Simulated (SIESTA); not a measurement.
W:

```
W
1.0
    -1.58234    1.58234    1.58234
     1.58234   -1.58234    1.58234
     1.58234    1.58234   -1.58234
W
1
Direct
  0.00000 0.00000 0.00000
```

Program: SIESTA 5.4.2. Alike in all runs: no spin polarisation; cell as given; k mesh 12 × 12 × 12; smearing fermi-dirac 0.05 eV; grid cutoff 800 Ry.

Problem. Order these runs on this cell by their pressure, lowest first.
A. level PBE; potentials or basis PseudoDojo 0.4 standard (PBE files), DZP (energy shift 0.002 Ry); energy shift 0.002 Ry
B. level PW86PBE+U; potentials or basis PseudoDojo 0.4 standard (PBE files), SZ (energy shift 0.002 Ry); U W d U = 6 eV; hubbard projector method 1; energy shift 0.002 Ry
C. level PBE-libxc+U; potentials or basis PseudoDojo 0.4 standard (PBE files), TZP (energy shift 0.01 Ry); U W d U = 4 eV; hubbard projector method 2; split norm 0.2; density-matrix tolerance 1e-06; hamiltonian tolerance 1e-05 eV; energy shift 0.01 Ry; other keys splitnorm = 0.2; dm_tol = 1e-06; h_tol = 1e-05

Solution. B (3.6 GPa), A (10.3 GPa), C (15.0 GPa).

Caveats: the basis of atomic orbitals isn't converged, which shifts pressures, moduli and gaps; U without spin polarisation on a metal has little footing (some runs); the U is typed as a test and isn't derived for this compound (some runs); semicore shells carry a single zeta, which can move pressures by several GPa and volumes by a few percent (some runs); the basis has no polarisation orbitals (some runs); short orbitals over semicore shells can move pressures by several GPa (some runs); the potentials were made for another functional, which shifts forces and pressure (some runs).
